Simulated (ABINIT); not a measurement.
Input of an ABINIT 10.8.3 (patched build) run:

run.abi

```
ndtset 2

pp_dirpath "./"
pseudos "Hg.GGA_PBE-JTH.xml, Te.GGA_PBE-JTH.xml"

acell 3*1.0
rprim
    -5.7553555543     5.7553555543     2.9468578160
     5.7553555543    -5.7553555543     2.9468578160
     5.7553555543     5.7553555543    -2.9468578160
ntypat 2
znucl 80 52
natom 2
typat 1 2
xcart
     0.0000000000     5.7553555543     1.4734289080
     0.0000000000     0.0000000000     0.0000000000

ecut 23.0
pawecutdg 45.0

ixc -263267
usekden 1
pawxcdev 0

occopt 3
tsmear 0.05 eV

nstep 100

iomode 3
prtwf 0
prteig 0
prtebands 0
enunit 1
prtden1 1
prtkden1 1
prtvha1 1
prtvclmb1 1
prtpot1 1

kptopt1 1
ngkpt1 10 10 10
nshiftk1 1
shiftk1 0.0 0.0 0.0
nband1 13
tolvrs1 1.0e-7

iscf2 -2
getden2 1
getkden2 1
nband2 19
nbdbuf2 4
tolwfr2 1.0e-11
kptopt2 -8
ndivsm2 5
prteig2 1
prtvol2 -3
kptbounds2
     0.0000000000     0.0000000000     0.0000000000
     0.0000000000     0.0000000000     0.5000000000
    -0.5000000000     0.5000000000     0.5000000000
     0.0000000000     0.0000000000     0.0000000000
     0.3155411497     0.3155411497    -0.3155411497
     0.2500000000     0.2500000000     0.2500000000
     0.0000000000     0.5000000000     0.0000000000
    -0.3155411497     0.6844588503     0.3155411497
    -0.5000000000     0.5000000000     0.5000000000
```

Potentials or basis: JTH PAW PBE v2.0.

Run with:

```bash
$ abinit run.abi > log 2>&1
```

Task: Predict the band gap on the k mesh.

Result: None (metal or under the smearing width).

Task: Predict the pressure.

Result: -2.6 GPa.

Stress tensor (GPa, compression positive):
```
-3.95  0.00  0.00
 0.00 -3.95  0.00
 0.00  0.00  0.04
```

Caveat: the PAW data sets were made with another functional, which shifts forces and pressure a little; spin-orbit coupling is left out, which moves the levels of the heavy elements.
